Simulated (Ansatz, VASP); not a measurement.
**Two plane-wave programs on SnSe**

```
Sn Se
1.0
     3.66950    0.00000    0.00000
     0.00000    3.66950    0.00000
     0.00000    0.00000    3.66950
Sn Se
1 1
Direct
  0.50000 0.50000 0.50000
  0.00000 0.00000 0.00000
```

Measurements of this composition are mostly on another form, of space group No. 62.

Alike in both runs: task relaxation of cell and atoms; functional r2SCAN; k mesh 12 × 12 × 12; occupations gaussian, width 0.1 eV; no spin polarisation.

```csv
,VASP,Ansatz
version,VASP 6.6.1,Ansatz 0.2.0
potentials or method,"VASP PAW PBE potentials, release 64 (Sn_d, Se)","scalar-relativistic, plane waves, PAW"
plane-wave cutoff (eV),600,500
valence electrons in the cell,20,30
```

Ansatz gave:

| Item | Value |
| --- | --- |
| gap on the k mesh at the Fermi level, each at its own relaxed structure (eV) | none |
| relaxed volume (Å³/atom) | 24.57 |
| relaxed cell length with the largest relative difference (Å) | 3.663 |

Question: Estimate VASP's values.

Answer: gap on the k mesh at the Fermi level, each at its own relaxed structure (eV): none; relaxed volume (Å³/atom): 24.60; relaxed cell length with the largest relative difference (Å): 3.664.

A gap of «none» marks a metal or a gap that the smearing closes. The two sets of potentials don't hold the same shells in valence.

Caveats: the PAW data sets were made with another functional, which shifts forces and pressure a little (VASP).
